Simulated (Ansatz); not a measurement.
# KF (Carobbiite) (Fm-3m) in Ansatz: convergence with k mesh

Aim: find how far k mesh must go before the results for KF (Carobbiite) settle, at LDA. This setting moves, with any that are tied to it; all else stays.

All numbers are computed with Ansatz 0.2.0; they aren't measurements. Logs are shortened: lines on timing, memory, paths and dates and some standing lists are left out, and cuts for length are marked.

### Step 1. Starting point

The structure is cubic, space group Fm-3m (No. 225). Conventional cell: a = 5.344 Å, b = 5.344 Å, c = 5.344 Å, α = 90.00°, β = 90.00°, γ = 90.00°. K (site symmetry m-3m) has 6 F at 2.67 Å as nearest neighbours. F (site symmetry m-3m) has 6 K at 2.67 Å as nearest neighbours.

### Step 2. With k mesh 2 × 2 × 2

Input file input.yaml:

```yaml
crystal:
  lattice:
    - [0.0, 2.67185, 2.67185]
    - [2.67185, 0.0, 2.67185]
    - [2.67185, 2.67185, 0.0]
  atoms:
    - { symbol: K, position: [0.0, 0.0, 0.0] }
    - { symbol: F, position: [0.5, 0.5, 0.5] }
kpoints:
  mp_grid: { grid: [2, 2, 2] }
scf:
  occupations: { method: fermi_dirac, width: 0.05 }
hamiltonian:
  xc: lda
  pseudopotentials: { kind: all_electron, lapw: { basis_error: 0.001 } }
output:
  forces: true
  stress: true
  eigenvalues: true
```

Potentials or basis: all-electron LAPW, scalar-relativistic.

Launch:

```console
> ansatz run input.yaml --threads 1 --pin off --max-ram 3072MiB --backend cpu --events-out ev --progress --plain --runs-dir out
```

What it wrote:

```text
Warning: RAYON_NUM_THREADS=1 ignored (pool sized by the plan → 1); use --threads N
LAPW: plane waves up to 7.287 Å⁻¹, error target 1.0e-3 eV per atom; small_component_spin mean_spin; F in spheres of 1.329 Å, 7 of its electrons in bands, Dirac shells []; K in spheres of 1.343 Å, 17 of its electrons in bands, Dirac shells [] (how accurate: hamiltonian.pseudopotentials.lapw.basis_error, Limitations)
Engine: ansatz 0.2.0, aarch64-unknown-linux-gnu
Pseudopotentials: kind: all_electron
Pseudopotential: K, LAPW, valence charge 17, lapw/all_electron/scalar/gaussian/K, Koelling and Harmon's equation, gaussian nucleus
Pseudopotential: F, LAPW, valence charge 7, lapw/all_electron/scalar/gaussian/F, Koelling and Harmon's equation, gaussian nucleus
Functional definition: SPW92
  exchange = slater_x
  correlation = pw_c
Crystal: 2 atoms, lattice volume = 38.148 Å³
Basis set: ecut = 202.28891704849661 eV, 259 PW (Γ), exchange–correlation at level 2
Bands: 16, of which v1, the nominal top of the filled ones, is band 12 counted from 1 (11 counted from 0)
Symmetry: 48 space group operations
Space group: Fm-3m (ITA 225), of the structure as read, at distance tolerance 3.4e-5 Å
k-points: 3 of 8
Non-local potential: K, projectors of the file, none
Non-local potential: F, projectors of the file, none
Initial density: superposition of atomic densities (chi_scale 0.1, normalization cell, long waves kept (reshape's long-wave potential 0.00 eV rms))
Initial wavefunctions: plane waves of lowest kinetic energy (no species holds an atomic orbital)
Functional: x = slater, c = lda
iter 1 solved again at ethr=3.33e-3 eV; its pass at ethr=1.00e-1 eV (dr2=7.98e-1 eV) is discarded
SCF iter   1: F=—  HF=-19051.306876 eV  |F-HF|=—  |Δ(HF+E_count)|=         —  Δρ=3.56e-2  dr2=7.97e-1  ethr=3.33e-3  ⟨swp⟩=2.0  Hψ=302  notcnv=0
preconditioner: auto → none  [insulator: Δε(μ)=8.456 eV  Ē_g=20.683 eV  σ=0.050 eV  W_gap=1.00  n_scr=14 (ndim 8)  ℏωp=24.0 eV  f_vac=0.000  D(μ)=0.00/eV (n_scr^D=0)  ε∞_Penn≈2.4]
iter 2 solved again at ethr=2.20e-5 eV; its pass at ethr=3.32e-3 eV (dr2=5.29e-3 eV) is discarded
SCF iter   2: F=—  HF=-19050.435298 eV  |F-HF|=—  |Δ(HF+E_count)|=   8.72e-1  Δρ=4.37e-3  dr2=5.29e-3  ethr=2.20e-5  ⟨swp⟩=2.0  Hψ=266  notcnv=0
SCF iter   3: F=—  HF=-19050.126249 eV  |F-HF|=—  |Δ(HF+E_count)|=   3.09e-1  Δρ=9.00e-3  dr2=5.12e-2  ethr=2.20e-5  ⟨swp⟩=3.3  Hψ=173  notcnv=0
SCF iter   4: F=—  HF=-19050.106242 eV  |F-HF|=—  |Δ(HF+E_count)|=   2.00e-2  Δρ=7.87e-4  dr2=3.07e-4  ethr=2.20e-5  ⟨swp⟩=3.0  Hψ=169  notcnv=0
SCF iter   5: F=—  HF=-19050.104469 eV  |F-HF|=—  |Δ(HF+E_count)|=   1.77e-3  Δρ=1.84e-4  dr2=1.48e-5  ethr=1.28e-6  ⟨swp⟩=3.0  Hψ=154  notcnv=0
SCF iter   6: F=—  HF=-19050.104399 eV  |F-HF|=—  |Δ(HF+E_count)|=   6.93e-5  Δρ=1.01e-4  dr2=6.37e-6  ethr=6.18e-8  ⟨swp⟩=3.0  Hψ=157  notcnv=0
SCF iter   7: F=—  HF=-19050.104393 eV  |F-HF|=—  |Δ(HF+E_count)|=   6.51e-6  Δρ=1.72e-5  dr2=1.85e-7  ethr=2.65e-8  ⟨swp⟩=2.3  Hψ=148  notcnv=0
SCF iter   8: F=-19050.104393 eV  HF=-19050.104393 eV  |F-HF|=6.60e-9  |Δ(HF+E_count)|=   1.53e-7  Δρ=2.13e-6  dr2=2.84e-9  ethr=7.69e-10  ⟨swp⟩=2.3  Hψ=148  notcnv=0
SCF 1 converged in 8 iterations: F = -19050.104393 eV  dr2 = 2.84e-9
SCF converged after 8 iterations
Free energy (F): -19050.104393 eV
Harris-Foulkes:  -19050.104393 eV  (|F-HF|=6.60e-9)
Internal energy: -19050.104393 eV  (E = F + TS)
E sigma→0 (E₀):  -19050.104393 eV
Fermi energy:    4.327999 eV
--- Per-component energies (eV) ---
  E_band       = -2418.839421
  E_kinetic    = 19142.322051
  E_xc         = -1136.755148
  E_electrostatic = -37055.671296  (all electrons and nuclei)
  E_smearing   = -0.000000  (= −TS)
  E_closure    = 0.000000  (closes the sum)
  E_atoms      = -19041.077179  (free atoms, spherical and without spin; not in F)
  Σ components = -19050.104393   (vs F -19050.104393, Δ=0.00e0)
  Basis errors (estimates in eV, not in F): energy 2.7e-4 per atom: plane waves 2.5e-4 (1.4e-4 summed), levels above the bands 1.4e-80, relativity 2.7e-9, radial functions 2.0e-5, core shells 8.1e-11; eigenvalues (radial functions only) 2.1e-5; not estimated: angular momenta, meshes, grids; target (lapw.basis_error) 1.0e-3; muffin-tin radii F 1.329 Å, K 1.343 Å
--- Forces (eV/Å), atoms counted from 1 ---
  atom   1  K     -0.00000000     0.00000000    -0.00000000
  atom   2  F      0.00000000    -0.00000000    -0.00000000
  max |Σ_I F_I| component: 2.63e-31 eV/Å
--- Stress (GPa, compression-positive) ---
       -3.383061      -0.000000       0.000000
       -0.000000      -3.383061      -0.000000
        0.000000      -0.000000      -3.383061
  P = ⅓ Tr σ = -3.3831 GPa (-33.831 kbar)
--- Band table (eV) ---
  k-point 0: bands = ["-341.1386", "-268.8940", "-268.8940", "-268.8940", "-24.3072", "-16.8325", "-7.7384", "-7.7384", "-7.7384", "1.4028", "1.4028", "1.4028", "7.1726", "11.8897", "11.8897", "11.8897"]
  k-point 1: bands = ["-341.1386", "-268.8940", "-268.8940", "-268.8940", "-24.2038", "-16.9300", "-8.0302", "-7.7773", "-7.7773", "0.5557", "1.0362", "1.0362", "10.1682", "11.5874", "13.3146", "13.3146"]
  k-point 2: bands = ["-341.1386", "-268.8940", "-268.8940", "-268.8940", "-24.1812", "-16.8514", "-8.3444", "-7.9665", "-7.9665", "1.1881", "1.3470", "1.3470", "9.2892", "11.4920", "12.7675", "14.8568"]
```

It took 1.1 s on 1 thread of Arm Neoverse V1, shared host; peak memory 0.2 GiB.

Results:

- Free energy: -19050.1044 eV
- Pressure: -3.4 GPa
- Band gap on the k mesh: 5.77 eV, direct

### Step 3. With k mesh 3 × 3 × 3

Changes to input.yaml since step 2:

```diff
@@ -9,3 +9,3 @@
 kpoints:
-  mp_grid: { grid: [2, 2, 2] }
+  mp_grid: { grid: [3, 3, 3] }
 scf:
```

Potentials or basis: all-electron LAPW, scalar-relativistic.

Launch:

```console
> ansatz run input.yaml --threads 1 --pin off --max-ram 3072MiB --backend cpu --events-out ev --progress --plain --runs-dir out
```

It took 1.1 s on 1 thread of Arm Neoverse V1, shared host; peak memory 0.2 GiB.

Results:

```
Free energy            : -19050.1281 eV
Pressure               : -3.5 GPa
Band gap on the k mesh : 5.80 eV, direct
```

### Step 4. With k mesh 4 × 4 × 4

Changes to input.yaml since step 3:

```diff
@@ -9,3 +9,3 @@
 kpoints:
-  mp_grid: { grid: [3, 3, 3] }
+  mp_grid: { grid: [4, 4, 4] }
 scf:
```

Launch:

```console
> ansatz run input.yaml --threads 1 --pin off --max-ram 3072MiB --backend cpu --events-out ev --progress --plain --runs-dir out
```

It took 1.6 s on 1 thread of Arm Neoverse V1, shared host; peak memory 0.21 GiB.

What came out:

* Free energy: -19050.1292 eV
* Pressure: -3.5 GPa
* Band gap on the k mesh: 5.80 eV, direct

### Step 5. With k mesh 6 × 6 × 6

Changes to input.yaml since step 4:

```diff
@@ -9,3 +9,3 @@
 kpoints:
-  mp_grid: { grid: [4, 4, 4] }
+  mp_grid: { grid: [6, 6, 6] }
 scf:
```

Launch:

```console
> ansatz run input.yaml --threads 1 --pin off --max-ram 3072MiB --backend cpu --events-out ev --progress --plain --runs-dir out
```

Wall time 2.5 s (1 thread of Arm Neoverse V1, shared host); peak memory 0.22 GiB.

What came out:

- Free energy: -19050.1292 eV
- Pressure: -3.5 GPa
- Band gap on the k mesh: 5.80 eV, direct

### Step 6. With k mesh 7 × 7 × 7

Changes to input.yaml since step 5:

```diff
@@ -9,3 +9,3 @@
 kpoints:
-  mp_grid: { grid: [6, 6, 6] }
+  mp_grid: { grid: [7, 7, 7] }
 scf:
```

Potentials or basis: all-electron LAPW, scalar-relativistic.

Launch:

```console
> ansatz run input.yaml --threads 1 --pin off --max-ram 3072MiB --backend cpu --events-out ev --progress --plain --runs-dir out
```

Run time: 3 s. Hardware: 1 thread of Arm Neoverse V1, shared host; peak memory 0.22 GiB.

Results:

| Item | Value |
| --- | --- |
| Free energy | -19050.1292 eV |
| Pressure | -3.5 GPa |
| Band gap on the k mesh | 5.80 eV, direct |

### Step 7. With k mesh 9 × 9 × 9

Changes to input.yaml since step 6:

```diff
@@ -9,3 +9,3 @@
 kpoints:
-  mp_grid: { grid: [7, 7, 7] }
+  mp_grid: { grid: [9, 9, 9] }
 scf:
```

Launch:

```console
> ansatz run input.yaml --threads 1 --pin off --max-ram 3072MiB --backend cpu --events-out ev --progress --plain --runs-dir out
```

It took 4.6 s on 1 thread of Arm Neoverse V1, shared host; peak memory 0.24 GiB.

What came out:

- Free energy: -19050.1292 eV
- Pressure: -3.5 GPa
- Band gap on the k mesh: 5.80 eV, direct

### Step 8. With k mesh 11 × 11 × 11

Changes to input.yaml since step 7:

```diff
@@ -9,3 +9,3 @@
 kpoints:
-  mp_grid: { grid: [9, 9, 9] }
+  mp_grid: { grid: [11, 11, 11] }
 scf:
```

Launch:

```console
> ansatz run input.yaml --threads 1 --pin off --max-ram 3072MiB --backend cpu --events-out ev --progress --plain --runs-dir out
```

Run time: 6.9 s. Hardware: 1 thread of Arm Neoverse V1, shared host; peak memory 0.27 GiB.

The run converged. Its results:

| Property | Result |
| --- | --- |
| Free energy | -19050.1292 eV |
| Pressure | -3.5 GPa |
| Band gap on the k mesh | 5.80 eV, direct |

### Step 9. With k mesh 13 × 13 × 13

Changes to input.yaml since step 8:

```diff
@@ -9,3 +9,3 @@
 kpoints:
-  mp_grid: { grid: [11, 11, 11] }
+  mp_grid: { grid: [13, 13, 13] }
 scf:
```

Potentials or basis: all-electron LAPW, scalar-relativistic.

Launch:

```console
> ansatz run input.yaml --threads 1 --pin off --max-ram 3072MiB --backend cpu --events-out ev --progress --plain --runs-dir out
```

Run time: 9.8 s. Hardware: 1 thread of Arm Neoverse V1, shared host; peak memory 0.31 GiB.

The run converged. Its results:

| Item | Value |
| --- | --- |
| Free energy | -19050.1292 eV |
| Pressure | -3.5 GPa |
| Band gap on the k mesh | 5.80 eV, direct |

### Step 10. The series at a glance

```csv
k mesh,"energy less the tightest run, at zero smearing (meV/atom)",pressure (GPa),gap on the mesh (eV),SCF cycles,CPU time (s),peak memory (GiB)
2 × 2 × 2,12.42,-3.38,5.770,8,1.1,0.2
3 × 3 × 3,0.58,-3.48,5.799,8,1.1,0.2
4 × 4 × 4,0.03,-3.49,5.801,8,1.6,0.21
6 × 6 × 6,-0.01,-3.49,5.801,8,2.5,0.22
7 × 7 × 7,0.00,-3.49,5.801,8,3,0.22
9 × 9 × 9,0.00,-3.49,5.801,8,4.6,0.24
11 × 11 × 11,0.00,-3.49,5.801,8,6.9,0.27
13 × 13 × 13,0.00,-3.49,5.801,8,9.8,0.31
```

Against the tightest run, the energy stays within 1 meV/atom from 3 × 3 × 3 on; the pressure stays within 0.1 GPa from 3 × 3 × 3 on; the gap on the mesh stays within 0.01 eV from 3 × 3 × 3 on. Meshes of other sizes hit other points, so gaps and Fermi surfaces needn't settle smoothly. The tightest run that finished is the yardstick and may itself not be fully converged.

Caveats: an odd mesh through Γ misses points on the zone boundary, where band edges often lie.
